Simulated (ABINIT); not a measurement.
Sc:

```
Sc
1.0
     3.20196    0.00000    0.00000
     1.50211    2.84414    0.00000
     1.54899    0.92645    2.67418
Sc
1
Direct
  0.00000 0.00000 0.00000
```

This isn't the form of Sc at room conditions, which is hcp.

```yaml
Program: ABINIT 10.8.3 (patched build)
Task: single point
Functional: PBE
Potentials_or_basis: JTH PAW PBE v2.0
Cutoff: 408 eV
k_mesh: 10 × 10 × 10
Occupations: fermi-dirac, width 0.05 eV
Spin: no spin polarisation
```

On this cell: pressure 0.6 GPa; band gap on the k mesh none (metal or under the smearing width).

The same run follows on a disturbed copy (cell strained at random at fixed volume):

```
Sc
1.0
     3.15963    0.00060   -0.02898
     1.48278    2.79319    0.06735
     1.50448    0.98616    2.77450
Sc
1
Cartesian
  0.0171 -0.0196 -0.0365
```

Q: What does the disturbed cell give?

A: The energy (extrapolated to zero smearing) moves by +13.0 meV/atom; pressure 0.7 GPa; band gap on the k mesh none (metal or under the smearing width).

Stress tensor (GPa, compression positive):
```
 2.08  1.17  0.73
 1.17  1.98 -0.71
 0.73 -0.71 -1.99
```
